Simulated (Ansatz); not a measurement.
An Ansatz (an electronic-structure program) input (plane-wave PAW DFT at the PBEsol level (Ansatz, 420 eV), spin-orbit coupling left out):

Ansatz 0.2 input:
```yaml
crystal:
  lattice:
    - [4.1742433268, 0, 0]
    - [0, 4.1742433268, 0]
    - [0, 0, 20.9032715254]
  atoms:
    - { symbol: I, position: [0.25, -0.25, 0.3587955115] }
    - { symbol: Li, position: [0.75, 0.25, 0.3587955115] }
    - { symbol: I, position: [0.75, -0.75, 0.5] }
    - { symbol: Li, position: [1.25, -0.25, 0.5] }
    - { symbol: I, position: [1.25, -1.25, 0.6412044885] }
    - { symbol: Li, position: [1.75, -0.75, 0.6412044885] }
basis: { ecutwfc: 420, ecutrho_ratio: 4, xc_grid: 2, fft_grid_basis: typed }
kpoints: { mp_grid: { grid: [8, 8, 1] } }
hamiltonian:
  xc: pbesol
  dispersion: none
  pseudopotentials: { kind: paw }
scf: { occupations: { method: fermi_dirac, width: 0.05 }, convergence: { dr2_threshold: 0.0000000006 } }
relax: { f_tol: 0.01, max_steps: 50 }
output: { forces: true, stress: true }
checkpoint: { write: state.ck, write_every: 1000 }
```

Task: Which symmetry and how many k-points will the program report, and about how many plane waves at Γ?

Result: Space group P4/mmm (ITA 123) with 16 operations, k-points 15 of 64, and 7053 plane waves at Γ.

Stability against distortions was not tested. The cell was made from LiI in the rock salt structure (space group Fm-3m, No. 225) by this change: a free-standing slab of 3 layers (6 atoms, 2 a layer) is cut normal to the z axis, with 15 Å of vacuum and the in-plane cell held at bulk.
